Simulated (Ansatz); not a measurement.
# YZr7O16 (Cubic zirconia): the cost of one run

Program: Ansatz 0.2.0. Level of theory: DFT, PBE, plane-wave PAW, default files, scalar-relativistic, as far as a step names no other. These are calculated values, not measurements.

The COD entry's cell or inner coordinates are ideal or old and differ from later refinements, so a difference from it is no clean test against experiment.

## 1. The structure to begin with

Symmetry: Fm-3m, No. 225, cubic system. The conventional cell has a = 10.140 Å, b = 10.140 Å, c = 10.140 Å, α = 90.00°, β = 90.00°, γ = 90.00°. Around Y (site symmetry m-3m) lie 8 O at 2.20 Å. Around Zr (site symmetry mmm) lie 8 O at 2.20 Å. Around Zr (site symmetry m-3m) lie 8 O at 2.20 Å. O (site symmetry 3m) is surrounded by 1 Y at 2.20 Å and 3 Zr at 2.20 Å. O (site symmetry 3m) has 4 Zr at 2.20 Å as nearest neighbours.

Structure file:

```cif
data_structure
_symmetry_space_group_name_H-M 'P 1'
_symmetry_Int_Tables_number 1
_cell_length_a 7.1701
_cell_length_b 7.1701
_cell_length_c 7.1701
_cell_angle_alpha 60.000
_cell_angle_beta 60.000
_cell_angle_gamma 60.000
_cell_volume 260.65
loop_
_atom_site_label
_atom_site_type_symbol
_atom_site_fract_x
_atom_site_fract_y
_atom_site_fract_z
_atom_site_occupancy
Y1 Y 0.00000 0.00000 0.00000 1
Zr1 Zr 0.00000 0.00000 0.50000 1
Zr2 Zr 0.00000 0.50000 0.00000 1
Zr3 Zr 0.00000 0.50000 0.50000 1
Zr4 Zr 0.50000 0.00000 0.00000 1
Zr5 Zr 0.50000 0.00000 0.50000 1
Zr6 Zr 0.50000 0.50000 0.00000 1
Zr7 Zr 0.50000 0.50000 0.50000 1
O1 O 0.12500 0.12500 0.12500 1
O2 O 0.12500 0.12500 0.62500 1
O3 O 0.12500 0.62500 0.12500 1
O4 O 0.12500 0.62500 0.62500 1
O5 O 0.62500 0.12500 0.12500 1
O6 O 0.62500 0.12500 0.62500 1
O7 O 0.62500 0.62500 0.12500 1
O8 O 0.62500 0.62500 0.62500 1
O9 O 0.37500 0.37500 0.37500 1
O10 O 0.37500 0.37500 0.87500 1
O11 O 0.37500 0.87500 0.37500 1
O12 O 0.37500 0.87500 0.87500 1
O13 O 0.87500 0.37500 0.37500 1
O14 O 0.87500 0.37500 0.87500 1
O15 O 0.87500 0.87500 0.37500 1
O16 O 0.87500 0.87500 0.87500 1
```

Atom 1 of the input is the impurity.

## 2. Single point at the given positions

File input.yaml:

```yaml
crystal:
  lattice:
    - [0.0, 5.07, 5.07]
    - [5.07, 0.0, 5.07]
    - [5.07, 5.07, 0.0]
  atoms:
    - { symbol: "Y", position: [0.0, 0.0, 0.0] }
    - { symbol: Zr, position: [0.0, 0.0, 0.5] }
    - { symbol: Zr, position: [0.0, 0.5, 0.0] }
    - { symbol: Zr, position: [0.0, 0.5, 0.5] }
    - { symbol: Zr, position: [0.5, 0.0, 0.0] }
    - { symbol: Zr, position: [0.5, 0.0, 0.5] }
    - { symbol: Zr, position: [0.5, 0.5, 0.0] }
    - { symbol: Zr, position: [0.5, 0.5, 0.5] }
    - { symbol: O, position: [0.125, 0.125, 0.125] }
    - { symbol: O, position: [0.125, 0.125, 0.625] }
    - { symbol: O, position: [0.125, 0.625, 0.125] }
    - { symbol: O, position: [0.125, 0.625, 0.625] }
    - { symbol: O, position: [0.625, 0.125, 0.125] }
    - { symbol: O, position: [0.625, 0.125, 0.625] }
    - { symbol: O, position: [0.625, 0.625, 0.125] }
    - { symbol: O, position: [0.625, 0.625, 0.625] }
    - { symbol: O, position: [0.375, 0.375, 0.375] }
    - { symbol: O, position: [0.375, 0.375, 0.875] }
    - { symbol: O, position: [0.375, 0.875, 0.375] }
    - { symbol: O, position: [0.375, 0.875, 0.875] }
    - { symbol: O, position: [0.875, 0.375, 0.375] }
    - { symbol: O, position: [0.875, 0.375, 0.875] }
    - { symbol: O, position: [0.875, 0.875, 0.375] }
    - { symbol: O, position: [0.875, 0.875, 0.875] }
total_charge: -1
kpoints:
  mp_grid: { grid: [3, 3, 3] }
scf:
  occupations: { method: fermi_dirac, width: 0.01 }
hamiltonian:
  xc: pbe
  pseudopotentials: { kind: paw }
output:
  forces: true
  stress: true
  populations: true
  efg:
    quadrupole_moments_barn: { Zr: -0.176, O: -0.02558 }
    contact_densities: true
```

The run is started by

```
$ ansatz run input.yaml --threads 1 --pin off --max-ram 3072MiB --backend cpu --events-out ev --progress --plain --runs-dir out
```

Q: Estimate wall time and peak memory on 1 thread of Arm Neoverse V1, shared host.

About 20 s, with a peak of 0.66 GiB.
